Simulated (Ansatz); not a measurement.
Geometry optimisation, DFT PBEsol, scalar-relativistic, plane waves, PAW (Ansatz).

input.yaml

```yaml
crystal:
  lattice:
    - [6.6042, 0.0, 0.0]
    - [0.0, 6.6042, 0.0]
    - [0.0, 0.0, 5.9796]
  atoms:
    - { symbol: Zr, position: [0.0043245, 0.5050859, 0.2429342] }
    - { symbol: Zr, position: [-0.0021379, -0.0035386, 0.0048152] }
    - { symbol: Si, position: [-0.0037444, -0.0024921, 0.4921808] }
    - { symbol: Si, position: [0.495677, 0.0035251, 0.2567506] }
    - { symbol: O, position: [0.4984323, 0.3189626, 0.8254426] }
    - { symbol: O, position: [0.0014728, 0.1806751, 0.3201988] }
    - { symbol: O, position: [0.3200171, 0.0009429, 0.0610887] }
    - { symbol: O, position: [0.4945013, 0.1771643, 0.4322674] }
    - { symbol: O, position: [0.1815083, 0.0024053, 0.6794506] }
    - { symbol: O, position: [0.4979924, 0.8150782, 0.4383007] }
    - { symbol: O, position: [0.3154601, 0.4992903, 0.1784617] }
    - { symbol: Zr, position: [0.5024545, -0.0003511, 0.7556643] }
    - { symbol: Zr, position: [0.4979098, 0.5039167, 0.4972342] }
    - { symbol: Si, position: [0.4969541, 0.5043225, -0.0120927] }
    - { symbol: Si, position: [0.0036484, 0.5034548, 0.7526233] }
    - { symbol: O, position: [-0.0009548, 0.8105954, 0.3161249] }
    - { symbol: O, position: [0.1806254, 0.4950849, 0.5734967] }
    - { symbol: O, position: [0.4969959, 0.689247, 0.8141614] }
    - { symbol: O, position: [0.8145354, 0.5046767, 0.5735294] }
    - { symbol: O, position: [0.0051598, 0.6766994, 0.9305817] }
    - { symbol: O, position: [0.6907882, 0.5065993, 0.1788997] }
    - { symbol: O, position: [0.0039278, 0.3208123, 0.9244057] }
    - { symbol: O, position: [0.8128375, 0.003944, 0.6702501] }
basis:
  ecutwfc: 420.0
kpoints:
  mp_grid: { grid: [2, 2, 2] }
hamiltonian:
  xc: pbesol
  pseudopotentials: { kind: paw, azcp: { folder: soft_1 } }
scf:
  occupations: { method: gaussian, width: 0.02 }
  lower_state_search: "off"
relax:
  f_tol: 0.03
  max_steps: 60
  adjacent_minimum: "off"
```

Command:

```bash
$ ansatz run input.yaml --threads 2 --pin off --max-ram 5120MiB --backend cpu --events-out ev --progress --plain --runs-dir out
```

Where does it end, and by what steps?

The run converged. Limits of this set-up: coarse k mesh, PAW files made for another functional. After 5 steps the energy has fallen by 1.392 eV; Si4 moved furthest, 0.29 Å.

```
step  energy less start (eV)  largest force component (eV/Å)  accepted
   0                  0.0000                           3.678       yes
   1                 -0.9898                           2.333       yes
   2                 -1.3445                           0.622       yes
   3                 -1.3875                           0.180       yes
   4                 -1.3913                           0.043       yes
   5                 -1.3916                           0.008       yes
```

```xyz
23
Lattice="6.6042 0.0000 0.0000 0.0000 6.6042 0.0000 0.0000 0.0000 5.9796" Properties=species:S:1:pos:R:3
Zr -0.011 3.307 1.507
Zr 0.043 0.005 0.039
Si -0.068 0.005 3.023
Si 3.503 0.005 1.361
O 3.302 2.080 4.887
O -0.067 1.217 1.928
O 2.116 0.005 0.402
O 3.337 1.218 2.529
O 1.179 0.005 4.065
O 3.337 5.396 2.529
O 2.067 3.307 1.065
Zr 3.252 0.005 4.408
Zr 3.303 3.307 2.964
Si 3.291 3.307 -0.016
Si -0.006 3.307 4.496
O -0.067 5.396 1.928
O 1.213 3.307 3.410
O 3.302 4.534 4.887
O 5.383 3.307 3.411
O -0.012 4.531 5.580
O 4.517 3.307 1.062
O -0.012 2.083 5.580
O 5.363 0.005 4.174
```

Whether the end is a true minimum wasn't checked by a vibrational analysis.

The run took 23 s on 2 threads of Arm Neoverse V2, with other jobs on the host, peak memory 0.66 GiB.
